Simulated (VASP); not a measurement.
Wanted: the native input for a VASP 6.6.1 run.

- Task: band structure
- Functional: HF
- Potentials or basis: VASP PAW PBE potentials, release 64 (Cd, O)
- Cutoff: 520 eV
- k mesh: 6 × 6 × 6
- Occupations: gaussian, width 0.02 eV
- Spin: no spin polarisation
- Grid for exact exchange (PRECFOCK): Fast
- Exchange at q = 0: truncated
- Further INCAR settings: ALGO = Normal; EDIFF = 1e-07; NBANDS = 16

The system is CdO.

```xyz
2
Lattice="0.0000 2.3535 2.3535 2.3535 0.0000 2.3535 2.3535 2.3535 0.0000" Properties=species:S:1:pos:R:3 pbc="T T T"
Cd    0.0000    0.0000    0.0000
O     2.3535    2.3535    2.3535
```

These files were run (other wordings do the same):

POSCAR

```
CdO                                     
1.0
    0.0000000000      2.3535179771      2.3535179771
    2.3535179771      0.0000000000      2.3535179771
    2.3535179771      2.3535179771      0.0000000000
  Cd              O             
     1     1
Direct
     0.0000000000000000    0.0000000000000000    0.0000000000000000
     0.5000000000000000    0.5000000000000000    0.5000000000000000
```

INCAR.step1

```
SYSTEM = CdO
  PREC = Accurate
  ENCUT = 520
  EDIFF = 1E-5
  ISMEAR = 0
  SIGMA = 0.02
  LREAL = .False.
  LASPH = .True.
  NELM = 80
  ALGO = Normal
  ISIF = 2
  LWAVE = .True.
  LCHARG = .False.
  NBANDS = 16
  KPAR = 4
  GGA = PE
```

INCAR.step2

```
SYSTEM = CdO
  PREC = Accurate
  ENCUT = 520
  EDIFF = 1E-7
  ISMEAR = 0
  SIGMA = 0.02
  LREAL = .False.
  LASPH = .True.
  NELM = 80
  ALGO = Normal
  ISIF = 2
  LWAVE = .False.
  LCHARG = .False.
  GGA = PE
  LHFCALC = .True.
  AEXX = 1.0
  ALDAC = 0.0
  AGGAC = 0.0
  PRECFOCK = Fast
  HFRCUT = -1
  NBANDS = 16
  KPAR = 4
  ISTART = 1
```

KPOINTS

```
regular mesh
0
Gamma
  6 6 6
  0 0 0
```

KPOINTS_OPT

```
path GXWKGLUWLK,UX
10
line-mode
reciprocal
 0.0000000000  0.0000000000  0.0000000000  G
 0.5000000000  0.0000000000  0.5000000000  X

 0.5000000000  0.0000000000  0.5000000000  X
 0.5000000000  0.2500000000  0.7500000000  W

 0.5000000000  0.2500000000  0.7500000000  W
 0.3750000000  0.3750000000  0.7500000000  K

 0.3750000000  0.3750000000  0.7500000000  K
 0.0000000000  0.0000000000  0.0000000000  G

 0.0000000000  0.0000000000  0.0000000000  G
 0.5000000000  0.5000000000  0.5000000000  L

 0.5000000000  0.5000000000  0.5000000000  L
 0.6250000000  0.2500000000  0.6250000000  U

 0.6250000000  0.2500000000  0.6250000000  U
 0.5000000000  0.2500000000  0.7500000000  W

 0.5000000000  0.2500000000  0.7500000000  W
 0.5000000000  0.5000000000  0.5000000000  L

 0.5000000000  0.5000000000  0.5000000000  L
 0.3750000000  0.3750000000  0.7500000000  K

 0.6250000000  0.2500000000  0.6250000000  U
 0.5000000000  0.0000000000  0.5000000000  X
```

Potentials or basis: VASP PAW PBE potentials, release 64 (Cd, O).

Command:

```sh
$ cat potpaw_PBE.64/Cd/POTCAR potpaw_PBE.64/O/POTCAR > POTCAR
$ cp INCAR.step1 INCAR
$ mpirun -np 4 vasp_std > vasp.out
$ cp INCAR.step2 INCAR
$ mpirun -np 4 vasp_std > vasp.out
```

Results of the run:

- Pressure: 4.8 GPa
- Band gap on the k mesh: 9.08 eV, indirect (least direct gap 10.51 eV)
- Band gap along the path: 9.08 eV, indirect (least direct gap 10.51 eV)

Caveat: the PAW data sets were made with another functional, which shifts forces and pressure a little.

Run time: 6.9 min on 4 MPI ranks on Intel(R) Xeon(R) 6975P-C (Granite Rapids), on a shared host, peak memory 0.2 GiB a rank.
